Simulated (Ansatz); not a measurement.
## Stationary points along a deformation path in KBr

Method: Ansatz 0.2.0, DFT PBEsol, scalar-relativistic, plane waves, PAW. The runs took a 420 eV cutoff, a Γ-centred 6×6×6 mesh and Gaussian smearing (0.05 eV). No spin polarisation. Energies are free energies at this smearing, counted from the undisturbed cell; pressure is positive in compression.

Zero of the scan (as given, not relaxed at this level; it stands at -1.2 GPa; this CsCl-type form isn't the usual structure):

```yaml
crystal:
  lattice:
    - [4.04350, 0.00000, 0.00000]
    - [0.00000, 4.04350, 0.00000]
    - [0.00000, 0.00000, 4.04350]
  atoms:
    - { symbol: K, position: [0.00000, 0.00000, 0.00000] }
    - { symbol: Br, position: [0.50000, 0.50000, 0.50000] }
```

At fixed volume and fractional coordinates, lengths along (0.577, 0.577, 0.577) are scaled against those across it; ρ is that ratio over its starting value. V = 33.055 Å³/atom. Δσ is the stress along the axis less the mean stress across it (compression positive).

```csv
ρ,ΔE (meV/atom),Δσ (GPa),space group
0.500,2710.8,108.41,R-3m
0.600,866.5,44.70,R-3m
0.710,216.9,15.23,R-3m
0.850,22.4,2.81,R-3m
0.930,2.7,0.67,R-3m
1.000,0.0,0.00,Pm-3m
1.080,0.9,-0.09,R-3m
1.200,0.0,0.27,R-3m
1.410,-13.9,0.93,R-3m
1.700,-40.2,0.94,R-3m
2.000,-52.6,0.00,Fm-3m
```

Problem. How does the stress give the slope of the energy, and where is the energy stationary?

Solution. Along the path d ln(length) is 2/3 d ln ρ on the axis and −1/3 d ln ρ across it, so dE/d ln ρ = −(2/3) V Δσ: the energy falls with ρ where Δσ is positive. Δσ vanishes or changes sign at ρ = 1.000 (Pm-3m), a minimum at 0.0 meV/atom; between ρ = 1.080 and 1.200, a maximum (near 1.11 by linear interpolation); at ρ = 2.000 (Fm-3m, an end of the scan), at -52.6 meV/atom. Pairs of stationary points between two samples would go unseen, and could change a minimum read from distant neighbours into a maximum. At ρ = 1.000, 2.000 the cell is cubic, where symmetry alone makes the stress isotropic and the slope zero.

Problem. Which shear constant sets the curvature at ρ = 1?

Solution. For a cubic crystal E/V = (2/3) C (ln ρ)² with C = C44, so Δσ = −2C ln ρ. The parabola of Δσ against ln ρ through ρ = 0.930, 1 and 1.080 gives C ≈ 2.7 GPa with the ions clamped, rough because the steps are large. It is the stress–strain coefficient at this cell's pressure of -1.2 GPa, not the zero-pressure constant.

Problem. Is the start the lowest point of the path?

Solution. No: ρ = 2.000 lies 52.6 meV/atom lower, behind a rise of at least 0.9 meV/atom. Volume and inner coordinates are held, so a relaxed structure there would lie lower still.

The gap closes along the scan, which can put kinks into the curve.